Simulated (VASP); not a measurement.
# GaAs (F-43m) in VASP: notebook

One crystal, GaAs, is run at these levels: r2SCAN, PBEsol, HSE06; tasks: phonons, dielectric tensor, elastic constants, band structure.

All numbers are computed with VASP 6.6.1; they aren't measurements. Logs are shortened: lines on timing, memory, paths and dates and some standing lists are left out, and cuts for length are marked.

**Measured values to compare with.**

A printed reference work, textbook reports, for a bulk crystal of GaAs at 300 K: high-frequency dielectric constant 10.89.

How close the calculation comes is told below.

## (1) The structure

The structure is cubic, space group F-43m (No. 216). The conventional cell has a = 5.669 Å, b = 5.669 Å, c = 5.669 Å, α = 90.00°, β = 90.00°, γ = 90.00°. Ga (site symmetry -43m) is surrounded by 4 As at 2.45 Å. As (site symmetry -43m) is surrounded by 4 Ga at 2.45 Å.

## (2) Phonons, r2SCAN

File POSCAR:

```
GaAs
1.0
    0.0000000000      2.8347133399      2.8347133399
    2.8347133399      0.0000000000      2.8347133399
    2.8347133399      2.8347133399      0.0000000000
  Ga              As
     1     1
Direct
     0.0000000000000000    0.0000000000000000    0.0000000000000000
     0.2500000000000000    0.2500000000000000    0.2500000000000000
```

File INCAR.step1:

```
PREC = Accurate
ENCUT = 600
EDIFF = 1E-8
ISMEAR = 0
SIGMA = 0.03
LREAL = F
LASPH = T
NELM = 80
ALGO = Normal
ISIF = 3
LWAVE = F
LCHARG = F
METAGGA = R2SCAN
LMIXTAU = T
IBRION = 2
NSW = 40
EDIFFG = -0.002
```

File INCAR.step2:

```
PREC = Accurate
ENCUT = 600
EDIFF = 1E-8
ISMEAR = 0
SIGMA = 0.03
LREAL = F
LASPH = T
NELM = 80
ALGO = Normal
ISIF = 2
LWAVE = F
LCHARG = F
METAGGA = R2SCAN
LMIXTAU = T
IBRION = 6
NFREE = 2
POTIM = 0.015
NSW = 1
```

File KPOINTS:

```
Automatic mesh
0
Gamma
  10 10 10
```

Potentials or basis: VASP PAW PBE potentials, release 64 (Ga_d, As).

Started as:

```
cat potpaw_PBE.64/Ga_d/POTCAR potpaw_PBE.64/As/POTCAR > POTCAR
cp INCAR.step1 INCAR
mpirun -np 1 vasp_std > vasp.out
cp CONTCAR POSCAR
cp INCAR.step2 INCAR
mpirun -np 1 vasp_std > vasp.out
```

OUTCAR:

```text
PREC = Accurate
   ENCUT = 600
   EDIFF = 1E-8
   ISMEAR = 0
   LREAL = F
   LASPH = T
   NELM = 80
   ISIF = 2
   METAGGA = R2SCAN
   IBRION = 6
   NFREE = 2
   POTIM = 0.015
   NSW = 1

 ion  position               nearest neighbor table
   1  0.000  0.000  0.000-   2 2.45   2 2.45   2 2.45   2 2.45
   2  0.250  0.250  0.250-   1 2.45   1 2.45   1 2.45   1 2.45

  LATTYP: Found a face centered cubic cell.
 ALAT       =     5.6683547198

  Lattice vectors:

 A1 = (   0.0000000000,   2.8341773599,   2.8341773599)
 A2 = (   2.8341773599,   0.0000000000,   2.8341773599)
 A3 = (   2.8341773599,   2.8341773599,   0.0000000000)

Analysis of symmetry for initial positions (statically):
=====================================================================
 Subroutine PRICEL returns:
 Original cell was already a primitive cell.

 Routine SETGRP: Setting up the symmetry group for a
 face centered cubic supercell.

 Subroutine GETGRP returns: Found 24 space group operations
 (whereof 24 operations were pure point group operations)
 out of a pool of 48 trial point group operations.

The static configuration has the point symmetry T_d .

Analysis of symmetry for dynamics (positions and initial velocities):
=====================================================================
 Subroutine PRICEL returns:
 Original cell was already a primitive cell.

 Routine SETGRP: Setting up the symmetry group for a
 face centered cubic supercell.

 Subroutine GETGRP returns: Found 24 space group operations
 (whereof 24 operations were pure point group operations)
 out of a pool of 48 trial point group operations.

The dynamic configuration has the point symmetry T_d .

 Subroutine INISYM returns: Found 24 space group operations
 (whereof 24 operations are pure point group operations),
 and found     1 'primitive' translations

----------------------------------------------------------------------------------------

                                     Primitive cell

  volume of cell :      45.5314

  direct lattice vectors                    reciprocal lattice vectors
     0.000000000  2.834177360  2.834177360    -0.176418035  0.176418035  0.176418035
     2.834177360  0.000000000  2.834177360     0.176418035 -0.176418035  0.176418035
     2.834177360  2.834177360  0.000000000     0.176418035  0.176418035 -0.176418035

  length of vectors
     4.008132061  4.008132061  4.008132061     0.305565000  0.305565000  0.305565000

  position of ions in fractional coordinates (direct lattice)
     0.000000000  0.000000000  0.000000000
     0.250000000  0.250000000  0.250000000

  ion indices of the primitive-cell ions
   primitive index   ion index
                 1           1
                 2           2

----------------------------------------------------------------------------------------

 KPOINTS: Automatic mesh

Automatic generation of k-mesh.
 Grid dimensions read from file:
 generate k-points for:   10   10   10

 Generating k-lattice:

  Cartesian coordinates                     Fractional coordinates (reciprocal lattice)
    -0.017641803  0.017641803  0.017641803     0.100000000  0.000000000  0.000000000
     0.017641803 -0.017641803  0.017641803     0.000000000  0.100000000  0.000000000
     0.017641803  0.017641803 -0.017641803     0.000000000  0.000000000  0.100000000

  Length of vectors
     0.030556500  0.030556500  0.030556500

  Shift w.r.t. Gamma in fractional coordinates (k-lattice)
     0.000000000  0.000000000  0.000000000

[... 54 lines left out ...]
   IBRION =      6    ionic relax: 0-MD 1-quasi-New 2-CG
   NFREE  =      2    steps in history (QN), initial steepest desc. (CG)
   ISIF   =      2    stress and relaxation
   ISYM   =      2    0-nonsym 1-usesym 2-fastsym
   POTIM  = 0.0150    time-step for ionic-motion
   TEBEG  =    0.0;   TEEND  =   0.0 temperature during run
   PSTRESS=    0.0 pullay stress
   NELECT =      18.0000    total number of electrons
   NUPDOWN=      -1.0000    fix difference up-down
   EMIN   =  10.00;   EMAX   =-10.00  energy-range for DOS
   EFERMI =   0.00;   METHOD = LEGACY
   ISMEAR =     0;   SIGMA  =   0.03  broadening in eV -4-tet -1-fermi 0-gaus
   EFERMI_NEDOS =   21; number of points for ismear=-14 and -15
   IALGO  =     38    algorithm
   IMIX   =      4    mixing-type and parameters
     AMIX     =   0.40;   BMIX     =  1.00
     AMIX_MAG =   1.60;   BMIX_MAG =  1.00
  volume/ion in A,a.u.               =      22.77       153.63
  Fermi-wavevector in a.u.,A,eV,Ry     =   1.201513  2.270531 19.641841  1.443635
  Thomas-Fermi vector in A             =   2.337320
   LORBIT       =      0    0 simple, 1 ext, 2 COOP (PROOUT), +10 PAW based schemes
   METAGGA = R2SCAN    functional components
   LHFCALC =     F    Hartree Fock is set to
   AEXX    =    0.0000 exact exchange contribution
   IVDW    =     0    specifies the selected vdW correction
   LEPSILON=     F    determine dielectric tensor
   LRPA    =     F    only Hartree local field effects (RPA)
 finite differences with symmetry
 non-spin polarized calculation
 Gauss-broadening in eV      SIGMA  =   0.03
  energy-cutoff  :      600.00
  volume of cell :       45.53
 maximum number of plane-waves:      1533
   NGX = 17   NGY = 17   NGZ = 17

--------------------------------------- Ionic step        1  -------------------------------------------

 number of electron      18.0000010 magnetization

 Free energy of the ion-electron system (eV)
  ---------------------------------------------------
  ext. energy  EPLUGINS =         0.00000000
  ---------------------------------------------------
  free energy    TOTEN  =       -27.05702038 eV

  energy without entropy =      -27.05702038  energy(sigma->0) =      -27.05702038

------------------------ aborting loop because EDIFF is reached ----------------------------------------

  FORCE on cell =-STRESS in cart. coord.  units (eV):
  Direction    XX          YY          ZZ          XY          YZ          ZX
  --------------------------------------------------------------------------------------
  -------------------------------------------------------------------------------------
  Total        0.0038599      0.0038599      0.0038599     -0.0000000      0.0000000     -0.0000000
  in kB        0.1358240      0.1358240      0.1358240     -0.0000000      0.0000000     -0.0000000
  external PRESSURE =       0.1358240 kB  Pullay stress =       0.0000000 kB
[... 131 lines left out ...]
--------------------------------------- Ionic step        5  -------------------------------------------

 number of electron      18.0000010 magnetization

 Free energy of the ion-electron system (eV)
  ---------------------------------------------------
  ext. energy  EPLUGINS =         0.00000000
  ---------------------------------------------------
  free energy    TOTEN  =       -27.05596385 eV

  energy without entropy =      -27.05596385  energy(sigma->0) =      -27.05596385

 E-fermi :   3.8472     XC(G=0): -10.2186

 val. band max:        3.6518692159   @ k =   0.0000   0.0000   0.0000
 cond. band min:       4.5387769546   @ k =   0.0000   0.0000   0.0000
 fundamental gap:      0.8869077387
 Fermi energy:         3.8472413354

 k-point     1 :       0.0000    0.0000    0.0000
  band No.  band energies     occupation
      1     -11.6190      2.00000
      2     -11.6176      2.00000
      3     -11.6157      2.00000
      4     -11.5296      2.00000
      5     -11.5296      2.00000
      6      -9.5482      2.00000
      7       3.5574      2.00000
      8       3.6056      2.00000
      9       3.6519      2.00000
     10       4.5388      0.00000
     11       7.6132      0.00000
     12       7.6438      0.00000
     13       7.6767      0.00000
[... 354 lines left out ...]
  band No.  band energies     occupation
      1     -11.7158      2.00000
      2     -11.5791      2.00000
      3     -11.5779      2.00000
      4     -11.5477      2.00000
      5     -11.5196      2.00000
      6      -7.7454      2.00000
      7      -2.1694      2.00000
      8       0.9843      2.00000
      9       1.2997      2.00000
     10       5.7492      0.00000
     11       6.8003      0.00000
     12      11.4173      0.00000
     13      12.0442      0.00000

 [... further k-points ...]
[... 5 lines left out ...]
  --------------------------------------------------------------------------------------
  -------------------------------------------------------------------------------------
  Total        0.0042205      0.0065097      0.0065097      0.0000000      0.1046591      0.0000000
  in kB        0.1485134      0.2290653      0.2290653      0.0000000      3.6827858      0.0000000
  external PRESSURE =       0.2022146 kB  Pullay stress =       0.0000000 kB
[... 17 lines left out ...]
  FREE ENERGIE OF THE ION-ELECTRON SYSTEM (eV)
  ---------------------------------------------------
  free  energy   TOTEN  =       -27.0559638508 eV

  energy  without entropy=      -27.0559638508  energy(sigma->0) =      -27.05596385

 INTERNAL STRAIN TENSORS FROM DISPLACED ATOMS
 ============================================

 INTERNAL STRAIN TENSOR FOR ION    1 for displacements in x,y,z  (eV/Angst):
          X           Y           Z          XY          YZ          ZX
  --------------------------------------------------------------------------------
  x     0.00000    -0.00000    -0.00000     0.00000     6.93426     0.00000
  y    -0.00000     0.00000    -0.00000     0.00000     0.00000     6.93426
  z    -0.00000    -0.00000     0.00000     6.93426     0.00000     0.00000

 INTERNAL STRAIN TENSOR FOR ION    2 for displacements in x,y,z  (eV/Angst):
          X           Y           Z          XY          YZ          ZX
  --------------------------------------------------------------------------------
  x     0.00000     0.00000     0.00000     0.00000    -7.00240     0.00000
  y     0.00000    -0.00000     0.00000     0.00000     0.00000    -7.00240
  z     0.00000     0.00000     0.00000    -7.00240     0.00000     0.00000

 Eigenvectors and eigenvalues of the dynamical matrix
 ----------------------------------------------------

   1 f  =    7.947362 THz    49.934749 2PiTHz  265.095463 cm-1    32.867634 meV
             X         Y         Z           dx          dy          dz
      0.000000  0.000000  0.000000     0.716219    0.000000    0.000000
      1.417089  1.417089  1.417089    -0.697876    0.000000    0.000000
[... 21 lines left out ...]
   6 f/i=    0.039777 THz     0.249924 2PiTHz    1.326804 cm-1     0.164503 meV
             X         Y         Z           dx          dy          dz
      0.000000  0.000000  0.000000    -0.227173   -0.457715   -0.475311
      1.417089  1.417089  1.417089    -0.233144   -0.469745   -0.487804

 ELASTIC MODULI CONTR FROM IONIC RELAXATION (kBar)
 Direction    XX          YY          ZZ          XY          YZ          ZX
 --------------------------------------------------------------------------------
 XX          -0.0000     -0.0000     -0.0000      0.0000      0.0000      0.0000
 YY          -0.0000     -0.0000     -0.0000      0.0000      0.0000     -0.0000
 ZZ          -0.0000     -0.0000     -0.0000      0.0000      0.0000      0.0000
 XY           0.0000      0.0000      0.0000   -183.0142      0.0000      0.0000
 YZ           0.0000      0.0000      0.0000      0.0000   -183.0142      0.0000
 ZX           0.0000     -0.0000      0.0000      0.0000      0.0000   -183.0142
 --------------------------------------------------------------------------------
```

Wall time 10 min (1 thread of Intel Xeon 6975P-C (Granite Rapids), shared host); peak memory 0.37 GiB.

Results:

```yaml
Relaxed_volume: 22.77 Å³/atom
Relaxed_cell: a = 4.008 Å, b = 4.008 Å, c = 4.008 Å, α = 60.00°, β = 60.00°, γ = 60.00°
Space_group_after_relaxing_to_0.05_Å: F-43m (No. 216)
Highest_phonon_frequency_at_Γ_LO-TO_splitting_left_out: 265 cm⁻¹
```

Final structure:
```
Ga As
1.0
     0.00000    2.83418    2.83418
     2.83418    0.00000    2.83418
     2.83418    2.83418    0.00000
Ga As
1 1
Direct
  0.00000 0.00000 0.00000
  0.25000 0.25000 0.25000
```

Phonon frequencies in cm⁻¹ (negative: imaginary):
| q point | frequencies |
| --- | --- |
| (0.000, 0.000, 0.000) | -1 -1 -1 265 265 265 |

Caveat: the PAW data sets were made with another functional, which shifts forces and pressure a little.

(Part 1 of 3 ends here.)
